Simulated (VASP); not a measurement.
Wanted: the native input for a VASP 6.6.1 run.

```
Task                   : single point
Functional             : PBEsol
Potentials or basis    : VASP PAW PBE potentials, release 64 (Zr_sv, O)
Cutoff                 : 700 eV
k mesh                 : 6 × 6 × 6
Occupations            : gaussian, width 0.05 eV
Spin                   : no spin polarisation
Further INCAR settings : ALGO = Fast; EDIFF = 1e-06; NBANDS = 19
```

The structure of ZrO2 lies in POSCAR:

```
ZrO2
1.0
    0.0000000000      2.5500000000      2.5500000000
    2.5500000000      0.0000000000      2.5500000000
    2.5500000000      2.5500000000      0.0000000000
Zr O
1 2
Direct
    0.0000000000      0.0000000000      0.0000000000
    0.2500000000      0.2500000000      0.2500000000
    0.7500000000      0.7500000000      0.7500000000
```

The cell was built by a generator and needn't be a form met in nature.

These files were run (other wordings do the same):

INCAR

```
PREC = Accurate ; ENCUT = 700
EDIFF = 1E-6 ; ISMEAR = 0
SIGMA = 0.05 ; LREAL = F
LASPH = T ; NELM = 80
ALGO = Fast ; ISIF = 2
LWAVE = F ; LCHARG = F
GGA = PS ; NBANDS = 19
```

KPOINTS

```
Automatic mesh
0
Gamma
  6 6 6
```

Potentials or basis: VASP PAW PBE potentials, release 64 (Zr_sv, O).

The run is started by

```sh
$ cat potpaw_PBE.64/Zr_sv/POTCAR potpaw_PBE.64/O/POTCAR > POTCAR
$ mpirun -np 1 vasp_std > vasp.out
```

Results of the run:

* Pressure: -4.9 GPa
* Band gap on the k mesh: 3.27 eV, indirect (least direct gap 3.69 eV)

Caveat: the PAW data sets were made with another functional, which shifts forces and pressure a little.

Run time: 14 s on 1 thread of Intel(R) Xeon(R) Platinum 8488C (Sapphire Rapids), on a shared host, peak memory 0.18 GiB.
